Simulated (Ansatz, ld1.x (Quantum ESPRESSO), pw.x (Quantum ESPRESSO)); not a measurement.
Al: one change to the TM potential, in the atom and in the sc crystal

| Quantity | Value |
| --- | --- |
| Element | aluminium |
| Generator | ld1.x (Quantum ESPRESSO) 7.5 |
| Type | norm-conserving Troullier–Martins (Kleinman–Bylander form) |
| Functional | LDA (PW92) |
| Relativity | scalar-relativistic |
| Frozen core | [Ne] |
| Valence charge | 3 |
| Reference configuration | 3s1.5 3p0 (charge +1.5) |
| Partial waves | 3s (bound): rc 2.00 bohr; 3d channel at 0.4 Ry: rc 1.85 bohr; 3p (bound, empty): rc 1.75 bohr |
| Local potential | the p channel |
| Core correction | Bessel-smoothed model core, default radius (core density twice the valence density) |

Change: reference 3s2 3p1.

Cutoffs, loose and tight: the cutoffs (Ry, on a coarse ladder) from which the occupation-weighted sum of valence levels, in a spherical-Bessel basis at the reference potential, stays within 10 and 1 mRy of its value at 400 Ry. They do not see the model core or the augmentation charge, which bear on the density cutoff. Test errors are all-electron minus pseudo excitation energies from the reference, over the configurations 3s2 3p1; 3s2 3p0; 3s1 3p0; 3s2 3p1.3; 3s2 3p0.5; 3s0 3p3; 3s1 3p1 (two spin-polarised tests are not counted in the largest error); variants that change the core or the reference have their own tests.

Crystal test: sc Al in pw.x 7.5, no spin, 12³ k-points, Fermi–Dirac smearing 0.01 Ry, cutoffs set for each file from its atomic test. The reference is all-electron LAPW (Ansatz 0.2.0) with the same functional, mesh and smearing; V0 and B0 come from Birch–Murnaghan fits to the pressures at five volumes. Errors are pseudo minus all-electron; Δ is the rms difference of the E(V) curves that follow from these fits, minima aligned, over ±6 % about the mean V0. Mesh and smearing are coarse, so the numbers serve the comparison and aren't converged zero-temperature values; the lattice is a test structure that the element need not adopt.

All-electron: a0 = 2.683 Å (V0 = 19.31 Å³/atom), B0 = 60.7 GPa.

Q: Does the change bring the crystal closer to the all-electron result?

A: The mean pressure error goes from -0.58 to -0.28 GPa, so the change moves the solid closer to the all-electron pressures.

```tsv
quantity	base	changed
outcome (atom)	generated	generated
cutoff, loose (atom)	10 Ry	12 Ry
cutoff, tight (atom)	30 Ry	30 Ry
bound ghosts (atom)	none	none
largest test error (meV) (atom)	+9.0	+3.8
cutoffs in pw.x (Ry)	50/200	50/200
a0 (Å)	2.675	2.679
a0 error (%)	-0.32	-0.15
B0 error (%)	+1.9	+0.8
Δ (meV/atom)	2.4	1.2
mean pressure error (GPa)	-0.58	-0.28
```

 The atomic cutoffs weigh occupied waves only.
